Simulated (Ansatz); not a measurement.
# TaS₂: experiment and calculation

**What was measured.**

“New Superconductivity in Layered 1T-TaS2-xSex Single Crystals Fabricated by Chemical Vapor Transport”, 2013, arxiv:1303.6715 reports, for a powder of TaS2 at 300 K: lattice constant a 3.3672 ± 0.0006 Å; lattice constant c 5.902 ± 0.0009 Å.

The results are compared with them further down.

These are results of Ansatz, DFT PBE+D3(BJ), scalar-relativistic, plane waves, PAW, not measurements.

Settings: cutoff 420 eV, Γ-centred mesh 12×12×8 on the computed 3-atom cell, Gaussian smearing of 0.10 eV; no spin polarisation.

Relaxed structure, symmetry kept:

```cif
data_structure
_symmetry_space_group_name_H-M 'P-3m1'
_symmetry_Int_Tables_number 164
_cell_length_a 3.3288
_cell_length_b 3.3288
_cell_length_c 5.7848
_cell_angle_alpha 90.000
_cell_angle_beta 90.000
_cell_angle_gamma 120.000
_cell_volume 55.51
loop_
_atom_site_label
_atom_site_type_symbol
_atom_site_symmetry_multiplicity
_atom_site_Wyckoff_symbol
_atom_site_fract_x
_atom_site_fract_y
_atom_site_fract_z
_atom_site_occupancy
Ta1 Ta 1 a 0.00000 0.00000 0.00000 1
S1 S 2 d 0.33333 0.66667 0.26707 1
```

```json
{"Space group": "P-3m1 (No. 164)", "Volume per atom": "18.50 Å³", "Kohn–Sham band gap": "none (metal)", "Density of states at the Fermi level": "1.60 states/eV per cell", "Löwdin character within 0.5 eV of the Fermi level": "Ta 5d 68 %, S 3p 27 %", "Bader charges (e)": "Ta (1 in the cell) 1.82, S (2 in the cell) -0.91"}
```

Spin-orbit coupling is left out, which matters for the bands of heavy elements. Spin polarisation was left out, and a magnetic state may lie lower.

A measured lattice constant a of TaS2 is 3.3672 Å (300 K; powder; the paper above); the calculated 3.329 Å misses it by -1.1 %. 3 values of this kind are on record (3.365 to 3.3672 Å); this one was drawn at random among those near their median, those with a stated uncertainty first. Against the measured lattice constant c of TaS2, 5.902 Å (300 K; powder; the paper above), the calculated 5.785 Å is off by -2.0 %. 3 values of this kind are on record (5.897 to 5.902 Å); this one was drawn at random among those near their median, those with a stated uncertainty first. The calculation is for 0 K without zero-point motion. The calculated magnetic order may not be the real one, and cell, gap and energy hang on it, so these differences aren't the functional's alone.